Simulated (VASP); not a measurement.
# AlN (Fm-3m) in VASP: a series of runs

Aim: see how the results for AlN move with the level of theory and the settings. Levels: PBE, r2SCAN, LDA. Tasks: G0W0 quasiparticle levels.

All numbers are computed with VASP 6.6.1; they aren't measurements. Logs are shortened: lines on timing, memory, paths and dates and some standing lists are left out, and cuts for length are marked.

### 1 Starting point

The structure is cubic, space group Fm-3m (No. 225). Conventional cell: a = 4.069 Å, b = 4.069 Å, c = 4.069 Å, α = 90.00°, β = 90.00°, γ = 90.00°. Al (site symmetry m-3m) has 6 N at 2.03 Å as nearest neighbours. Around N (site symmetry m-3m) lie 6 Al at 2.03 Å.

Measurements of this composition are mostly on another form, of space group No. 186.

### 2 G0W0 quasiparticle levels, PBE

POSCAR reads:

```
AlN
1.0
    0.0000000000      2.0345180000      2.0345180000
    2.0345180000      0.0000000000      2.0345180000
    2.0345180000      2.0345180000      0.0000000000
Al N
1 1
Direct
    0.5000000000      0.5000000000      0.5000000000
    0.0000000000      0.0000000000      0.0000000000
```

INCAR.step1 reads:

```
SYSTEM = AlN
PREC = Accurate
ENCUT = 450
EDIFF = 1E-8
ISMEAR = 0
SIGMA = 0.01
LREAL = .False.
LASPH = .True.
NELM = 100
ALGO = Fast
LWAVE = .True.
LCHARG = .False.
GGA = PE
```

INCAR.step2 reads:

```
SYSTEM = AlN
PREC = Accurate
ENCUT = 450
EDIFF = 1E-8
ISMEAR = 0
SIGMA = 0.01
LREAL = .False.
LASPH = .True.
NELM = 1
ALGO = Exact
LWAVE = .True.
LCHARG = .False.
GGA = PE
NBANDS = 105
LOPTICS = .True.
ISTART = 1
```

INCAR.step3 reads:

```
SYSTEM = AlN
PREC = Accurate
ENCUT = 450
EDIFF = 1E-8
ISMEAR = 0
SIGMA = 0.01
LREAL = .False.
LASPH = .True.
ALGO = EVGW0
LWAVE = .False.
LCHARG = .False.
GGA = PE
NELMGW = 1
NBANDS = 105
ENCUTGW = 150
NOMEGA = 48
PRECFOCK = Fast
ISTART = 1
NBANDSGW = 12
```

KPOINTS reads:

```
regular mesh
0
Gamma
  3 3 3
  0 0 0
```

Potentials or basis: VASP PAW PBE potentials, release 64 (Al_GW, N_GW).

On the command line:

```bash
$ cat potpaw_PBE.64/Al_GW/POTCAR potpaw_PBE.64/N_GW/POTCAR > POTCAR
$ cp INCAR.step1 INCAR
$ mpirun -np 1 vasp_std > vasp.out
$ cp INCAR.step2 INCAR
$ mpirun -np 1 vasp_std > vasp.out
$ cp INCAR.step3 INCAR
$ mpirun -np 1 vasp_std > vasp.out
```

OUTCAR:

```text
SYSTEM = AlN
   PREC = Accurate
   ENCUT = 450
   EDIFF = 1E-8
   ISMEAR = 0
   LREAL = .False.
   LASPH = .True.
   GGA = PE
   NELMGW = 1
   ENCUTGW = 150
   PRECFOCK = Fast
   ISTART = 1

 Found      4 irreducible k-points:

 Following reciprocal coordinates:
            Coordinates               Weight
  0.000000  0.000000  0.000000      1.000000
  0.333333  0.000000  0.000000      8.000000
  0.333333  0.333333  0.000000      6.000000
 -0.333333  0.333333  0.000000     12.000000
   k-points           NKPTS =      4   k-points in BZ     NKDIM =     27   number of bands    NBANDS=    105
   number of dos      NEDOS =    301   number of ions     NIONS =      2
   total plane-waves  NPLWV =   8000
   dimension x,y,z NGX =    20 NGY =   20 NGZ =   20
   dimension x,y,z NGXF=    40 NGYF=   40 NGZF=   40
   ions per type =               1   1
   NGX,Y,Z   is equivalent  to a cutoff of  11.56, 11.56, 11.56 a.u.
   NGXF,Y,Z  is equivalent  to a cutoff of  23.11, 23.11, 23.11 a.u.
 SYSTEM =  AlN
   PREC   = accura    normal or accurate (medium, high low for compatibility)
   ISTART =      1    job   : 0-new  1-cont  2-samecut
   ICHARG =      0    charge: 1-file 2-atom 10-const
   ISPIN  =      1    spin polarized calculation?
   LNONCOLLINEAR =      F non collinear calculations
   LSORBIT =      F    spin-orbit coupling
   LASPH  =      T    aspherical Exc in radial PAW
   ENCUT  =  450.0 eV  33.07 Ry    5.75 a.u.   4.98  4.98  4.98*2*pi/ulx,y,z
   NELM   =     60;   NELMIN=  2; NELMDL=  0     # of ELM steps
   EDIFF  = 0.1E-07   stopping-criterion for ELM
   LREAL  =      F    real-space projection
   EDIFFG = 0.1E-06   stopping-criterion for IOM
   NSW    =      0    number of steps for IOM
   IBRION =     -1    ionic relax: 0-MD 1-quasi-New 2-CG
   NFREE  =      0    steps in history (QN), initial steepest desc. (CG)
   ISIF   =      0    stress and relaxation
   ISYM   =      3    0-nonsym 1-usesym 2-fastsym
   POTIM  = 0.5000    time-step for ionic-motion
   TEBEG  =    0.0;   TEEND  =   0.0 temperature during run
   PSTRESS=    0.0 pullay stress
   NELECT =       8.0000    total number of electrons
   NUPDOWN=      -1.0000    fix difference up-down
   EMIN   =  10.00;   EMAX   =-10.00  energy-range for DOS
   EFERMI =   0.00;   METHOD = LEGACY
   ISMEAR =     0;   SIGMA  =   0.01  broadening in eV -4-tet -1-fermi 0-gaus
   EFERMI_NEDOS =   21; number of points for ismear=-14 and -15
   IALGO  =     38    algorithm
   IMIX   =      4    mixing-type and parameters
     AMIX     =   0.40;   BMIX     =  1.00
     AMIX_MAG =   1.60;   BMIX_MAG =  1.00
  volume/ion in A,a.u.               =       8.42        56.83
  Fermi-wavevector in a.u.,A,eV,Ry     =   1.277321  2.413786 22.198561  1.631548
  Thomas-Fermi vector in A             =   2.409927
   LORBIT       =      0    0 simple, 1 ext, 2 COOP (PROOUT), +10 PAW based schemes
   GGA     = PE    functional components
   LHFCALC =     T    Hartree Fock is set to
   PRECFOCK=fast      Normal, Fast or Accurate (Low or Medium for compatibility)
   ENCUT4O =  -1.0   cutoff for four orbital integrals eV
   NKREDX  =     1    reduce k-point grid by
   NKREDY  =     1    reduce k-point grid by
   NKREDZ  =     1    reduce k-point grid by
   AEXX    =    1.0000 exact exchange contribution
   HFSCREEN=    0.0000 screening length (either q_TF or 0.3 A-1)
   HFSCREENC=   0.0000 screening length for correlation (either q_TF or 0.3 A-1)
   ENCUTFOCK=  -1.0 apply spherical cutoff to Coloumb kernel
   IVDW    =     0    specifies the selected vdW correction
   LEPSILON=     F    determine dielectric tensor
   LRPA    =     F    only Hartree local field effects (RPA)
   LRPAFORCE           =     F    calculate RPA forces
   ENCUTGW             = 150.0    cutoff for response function in eV
   ENCUTGWSOFT         = 120.0    soft cutoff for Coulomb kernel in GW response function in eV
   ENCUTLF             =  -1.0    cutoff for local field effects
   NELMGW              =     1    number of iterations in solving QP/BSE equation
   NELMHF              =     1    number of iterations in the inner HF iteration
   NKREDLFX            =     1    NKREDLFY  =   1   NKREDLFZ  =   1
 non-spin polarized calculation
 Gauss-broadening in eV      SIGMA  =   0.01
  energy-cutoff  :      450.00
  volume of cell :       16.84
 maximum number of plane-waves:       375
  NGX = 12; NGY = 12; NGZ = 12
   NGX =  9   NGY =  9   NGZ =  9
 maximum number of plane-waves:        76

 QP shifts <psi_nk| G(iteration)W_0 |psi_nk>: iteration 1
 for sc-GW calculations column KS-energies equals QP-energies in previous step
 and V_xc(KS)=  KS-energies - (<T + V_ion + V_H > + <T+V_H+V_ion>^1  + <V_x>^1)

 k-point   1 :       0.0000    0.0000    0.0000
  band No.  KS-energies  QP-energies   sigma(KS)   V_xc(KS)     V^pw_x(r,r')   Z            occupation Imag(sigma)

      1      -8.8172     -10.2416     -16.6577     -14.5806     -24.7400       0.6857       2.0000       1.2398
      2       8.6417       7.9145     -18.2518     -17.3361     -21.4544       0.7941       2.0000       0.1111
      3       8.6417       7.9145     -18.2518     -17.3361     -21.4544       0.7941       2.0000       0.1111
      4       8.6417       7.9145     -18.2518     -17.3361     -21.4544       0.7941       2.0000       0.1111
      5      13.9874      14.8742     -13.4763     -14.5891      -8.4956       0.7969       0.0000      -0.0857
      6      20.5617      21.2105      -9.8015     -10.5979      -4.3058       0.8147       0.0000      -0.1196
      7      20.5617      21.2105      -9.8015     -10.5979      -4.3058       0.8147       0.0000      -0.1196
      8      20.5617      21.2105      -9.8015     -10.5979      -4.3058       0.8147       0.0000      -0.1196
      9      25.6576      25.7130      -9.3271      -9.4009      -2.4763       0.7499       0.0000      -0.4226
     10      26.0934      27.0136     -10.3175     -11.4784      -4.4140       0.7926       0.0000      -0.1947
     11      26.0934      27.0136     -10.3175     -11.4784      -4.4140       0.7926       0.0000      -0.1947
     12      26.9887      27.8456     -10.0632     -11.1255      -2.8392       0.8067       0.0000      -0.5604

 k-point   2 :       0.3333    0.0000    0.0000
  band No.  KS-energies  QP-energies   sigma(KS)   V_xc(KS)     V^pw_x(r,r')   Z            occupation Imag(sigma)

      1      -6.7794      -8.3946     -17.5087     -15.3478     -25.0140       0.7474       2.0000       1.1041
      2       2.4183       1.2434     -15.7414     -14.2132     -19.8467       0.7689       2.0000       0.1637
      3       7.8138       6.9959     -17.8329     -16.7996     -21.1358       0.7916       2.0000       0.1099
      4       7.8138       6.9959     -17.8329     -16.7996     -21.1358       0.7916       2.0000       0.1099
      5      14.9153      15.5871     -11.6149     -12.4413      -6.5533       0.8130       0.0000      -0.0957
      6      19.9451      20.7318      -9.9741     -10.9479      -4.4350       0.8079       0.0000      -0.1218
      7      19.9451      20.7318      -9.9741     -10.9479      -4.4350       0.8079       0.0000      -0.1218
      8      20.5266      21.7374     -13.9412     -15.5074      -7.9218       0.7731       0.0000      -0.1599
      9      24.7169      25.2788      -9.3453     -10.0992      -2.5506       0.7453       0.0000      -0.3177
     10      26.1280      26.8389     -10.2713     -11.1890      -3.7446       0.7746       0.0000      -0.3233
     11      26.1280      26.8389     -10.2713     -11.1890      -3.7446       0.7746       0.0000      -0.3233
     12      35.9566      37.1129     -10.9133     -12.4202      -3.1438       0.7673       0.0000      -0.9993

 k-point   3 :       0.3333    0.3333    0.0000
  band No.  KS-energies  QP-energies   sigma(KS)   V_xc(KS)     V^pw_x(r,r')   Z            occupation Imag(sigma)

      1      -6.1445      -7.8185     -17.7165     -15.6317     -25.1383       0.8029       2.0000       1.1191
      2       3.1982       2.0687     -16.3211     -14.8519     -20.3329       0.7687       2.0000       0.1467
      3       6.3899       5.4175     -17.0169     -15.7804     -20.4914       0.7864       2.0000       0.1103
      4       6.3899       5.4175     -17.0169     -15.7804     -20.4914       0.7864       2.0000       0.1103
      5      14.5362      15.2939     -10.6685     -11.5984      -5.7147       0.8147       0.0000      -0.0869
      6      14.7645      15.1812      -9.6326     -10.1370      -4.6570       0.8262       0.0000      -0.0961
      7      20.6610      21.8056     -13.6237     -15.1054      -7.5327       0.7725       0.0000      -0.1686
      8      24.3480      25.3865     -11.9554     -13.3184      -5.2756       0.7619       0.0000      -0.2687
      9      24.3480      25.3865     -11.9554     -13.3184      -5.2756       0.7619       0.0000      -0.2687
     10      29.3535      30.3488     -10.4137     -11.6555      -4.1244       0.8015       0.0000      -0.3478
     11      33.2533      34.0382      -9.1820     -10.1294      -1.8393       0.8285       0.0000      -0.8740
     12      33.2533      34.0382      -9.1820     -10.1294      -1.8393       0.8285       0.0000      -0.8740

 k-point   4 :      -0.3333    0.3333    0.0000
  band No.  KS-energies  QP-energies   sigma(KS)   V_xc(KS)     V^pw_x(r,r')   Z            occupation Imag(sigma)

      1      -4.8088      -6.2920     -18.5167     -16.6934     -26.0140       0.8135       2.0000       1.0429
      2       2.4746       1.2940     -15.2477     -13.7206     -19.1605       0.7732       2.0000       0.1513
      3       2.7783       1.5715     -15.3302     -13.7664     -19.2138       0.7717       2.0000       0.1429
      4       6.7059       5.7736     -17.2116     -16.0312     -20.6361       0.7898       2.0000       0.1075
      5      14.9498      15.5955     -10.1872     -10.9767      -5.1572       0.8178       0.0000      -0.0917
      6      18.9626      20.0670     -13.3524     -14.7418      -7.8571       0.7949       0.0000      -0.1165
      7      20.4573      21.5274     -13.3926     -14.7638      -7.5244       0.7804       0.0000      -0.1485
      8      21.9832      22.9846     -10.9885     -12.2465      -4.9831       0.7961       0.0000      -0.1895
      9      24.8370      25.5183     -10.4929     -11.3985      -3.7527       0.7524       0.0000      -0.2926
     10      28.3344      28.9817      -9.7491     -10.5322      -3.1688       0.8266       0.0000      -0.4853
     11      31.7419      32.4784      -9.7189     -10.6832      -2.2499       0.7638       0.0000      -0.7225
     12      35.0344      36.1665     -11.4803     -12.9358      -3.8165       0.7778       0.0000      -0.9535
```

Run time: 6.7 s. Hardware: 1 thread of Intel Xeon 6975P-C (Granite Rapids), shared host; peak memory 0.14 GiB.

The run converged, but some of its settings lie outside the range that counts as converged, so its numbers aren't taken as properties of the crystal.

What came out:

| Property | Result |
| --- | --- |
| Band gap on the k mesh, mean-field level | 5.35 eV, direct |
| Quasiparticle gap | 6.96 eV |
| Least direct quasiparticle gap | 6.96 eV |

Caveat: the k mesh is coarse (spacing up to 0.89 Å⁻¹), so the values aren't converged; bands, screening cutoff and mesh are small and nothing is extrapolated, so the quasiparticle values aren't converged.

### 3 G0W0 quasiparticle levels, r2SCAN

POSCAR is that of step 2.

INCAR.step1 reads:

```
  PREC = Accurate
  ENCUT = 500
  EDIFF = 1E-8
  ISMEAR = 0
  SIGMA = 0.01
  LREAL = F
  LASPH = T
  NELM = 60
  ALGO = Normal
  LWAVE = T
  LCHARG = F
  METAGGA = R2SCAN
  LMIXTAU = T
```

INCAR.step2 reads:

```
  PREC = Accurate
  ENCUT = 500
  EDIFF = 1E-8
  ISMEAR = 0
  SIGMA = 0.01
  LREAL = F
  LASPH = T
  NELM = 1
  ALGO = Exact
  LWAVE = T
  LCHARG = F
  METAGGA = R2SCAN
  LMIXTAU = T
  NBANDS = 108
  LOPTICS = T
  ISTART = 1
```

INCAR.step3 reads:

```
  PREC = Accurate
  ENCUT = 500
  EDIFF = 1E-8
  ISMEAR = 0
  SIGMA = 0.01
  LREAL = F
  LASPH = T
  ALGO = EVGW0
  LWAVE = F
  LCHARG = F
  METAGGA = R2SCAN
  LMIXTAU = T
  NELMGW = 1
  NBANDS = 108
  ENCUTGW = 150
  NOMEGA = 64
  PRECFOCK = Fast
  ISTART = 1
  NBANDSGW = 12
```

KPOINTS reads:

```
regular mesh
0
Gamma
  5 5 5
```

Potentials or basis: VASP PAW PBE potentials, release 64 (Al_GW, N_GW).

On the command line:

```bash
$ cat potpaw_PBE.64/Al_GW/POTCAR potpaw_PBE.64/N_GW/POTCAR > POTCAR
$ cp INCAR.step1 INCAR
$ mpirun -np 1 vasp_std > vasp.out
$ cp INCAR.step2 INCAR
$ mpirun -np 1 vasp_std > vasp.out
$ cp INCAR.step3 INCAR
$ mpirun -np 1 vasp_std > vasp.out
```

OUTCAR:

```text
PREC = Accurate
   ENCUT = 500
   EDIFF = 1E-8
   ISMEAR = 0
   LREAL = F
   LASPH = T
   METAGGA = R2SCAN
   NELMGW = 1
   ENCUTGW = 150
   PRECFOCK = Fast
   ISTART = 1

 ion  position               nearest neighbor table
   1  0.500  0.500  0.500-   2 2.03   2 2.03   2 2.03   2 2.03   2 2.03   2 2.03
[... 187 lines left out ...]
      2       8.2637       7.6506     -18.4107     -17.6535     -21.1421       0.8096       2.0000       0.0647
      3       8.2637       7.6506     -18.4107     -17.6535     -21.1421       0.8096       2.0000       0.0647
      4       8.2637       7.6506     -18.4107     -17.6535     -21.1421       0.8096       2.0000       0.0647
      5      14.4714      15.1497     -13.0821     -13.9065      -8.6525       0.8228       0.0000      -0.0591
      6      21.1700      21.5950      -9.5264     -10.0383      -4.4697       0.8300       0.0000      -0.0837
      7      21.1700      21.5950      -9.5264     -10.0383      -4.4697       0.8300       0.0000      -0.0837
      8      21.1700      21.5950      -9.5264     -10.0383      -4.4697       0.8300       0.0000      -0.0837
      9      26.7735      27.4088     -10.0478     -10.8279      -4.4922       0.8143       0.0000      -0.1648
     10      26.7735      27.4088     -10.0478     -10.8279      -4.4922       0.8143       0.0000      -0.1648
     11      26.8357      26.2859      -8.9699      -8.2606      -2.5412       0.7750       0.0000      -0.3015
     12      28.2550      28.1994      -9.8333      -9.7625      -2.8099       0.7852       0.0000      -0.4916
[... 132 lines left out ...]
      1      -6.1048      -6.6639     -18.6309     -17.8959     -26.1253       0.7606       2.0000       0.9318
      2       1.8788       0.8013     -15.7822     -14.3949     -19.6617       0.7767       2.0000       0.1092
      3       3.4821       2.4506     -16.0111     -14.7057     -19.4589       0.7902       2.0000       0.0874
      4       5.2681       4.3801     -16.6396     -15.5273     -19.7106       0.7983       2.0000       0.0731
      5      16.9466      17.5618     -11.2151     -11.9612      -6.5650       0.8245       0.0000      -0.0638
      6      18.5442      19.0541     -11.3418     -11.9617      -6.4561       0.8226       0.0000      -0.0735
      7      19.6930      20.2909     -11.6646     -12.4026      -6.3998       0.8101       0.0000      -0.0879
      8      22.9405      23.5639     -11.7071     -12.4957      -5.7643       0.7905       0.0000      -0.1326
      9      27.2718      27.5810     -11.0695     -11.4675      -4.3505       0.7768       0.0000      -0.3179
     10      29.2282      29.3146     -10.0128     -10.1224      -3.3074       0.7886       0.0000      -0.4436
     11      34.9689      35.4199     -10.9134     -11.4719      -3.8708       0.8075       0.0000      -0.8042
     12      35.5346      35.3332      -8.8497      -8.5974      -1.7950       0.7978       0.0000      -0.8282
```

OUTCAR.step1:

```text
PREC = Accurate
   ENCUT = 500
   EDIFF = 1E-8
   ISMEAR = 0
   LREAL = F
   LASPH = T
[... 314 lines left out ...]
 -----------------------------------------------------------------------------------
      2.03452      2.03452      2.03452         0.000000      0.000000      0.000000
      0.00000      0.00000      0.00000         0.000000      0.000000      0.000000
 -----------------------------------------------------------------------------------
    total drift:                                0.000000     -0.000000     -0.000000

  FREE ENERGIE OF THE ION-ELECTRON SYSTEM (eV)
  ---------------------------------------------------
  free  energy   TOTEN  =       -18.8501175094 eV

  energy  without entropy=      -18.8501175094  energy(sigma->0) =      -18.85011751
```

OUTCAR.step2:

```text
PREC = Accurate
   ENCUT = 500
   EDIFF = 1E-8
   ISMEAR = 0
   LREAL = F
[... 730 lines left out ...]
     0.00000     5.14477     5.14477     5.14477    -0.00000     0.00000     0.00000
     2.45801     5.41922     5.41922     5.41922    -0.00000     0.00000     0.00000
     4.91602     6.66862     6.66862     6.66862    -0.00000     0.00000     0.00000
     7.37403    13.23809    13.23809    13.23809    -0.00000     0.00000     0.00000
     9.83204    -4.68719    -4.68719    -4.68719    -0.00000    -0.00000     0.00000
    12.29005     3.60271     3.60271     3.60271     0.00000    -0.00000    -0.00000
[... 92 lines left out ...]
   240.88502     0.98766     0.98766     0.98766     0.00000    -0.00000    -0.00000
   243.34303     0.98792     0.98792     0.98792     0.00000    -0.00000    -0.00000
```

Wall time 3.3 min (1 thread of Intel Xeon Platinum 8259CL at 2.50GHz (Skylake/Cascade Lake), shared host); peak memory 0.26 GiB.

What came out:

```yaml
Band_gap_on_the_k_mesh_mean-field_level: 5.87 eV, indirect (least direct gap 6.21 eV)
Quasiparticle_gap: 6.91 eV
Least_direct_quasiparticle_gap: 7.50 eV
```

Caveat: the k mesh is coarse (spacing up to 0.53 Å⁻¹), so the values aren't converged; bands, screening cutoff and mesh are small and nothing is extrapolated, so the quasiparticle values aren't converged; an odd mesh through Γ misses points on the zone boundary, where band edges often lie.

(Part 1 of 3 ends here.)
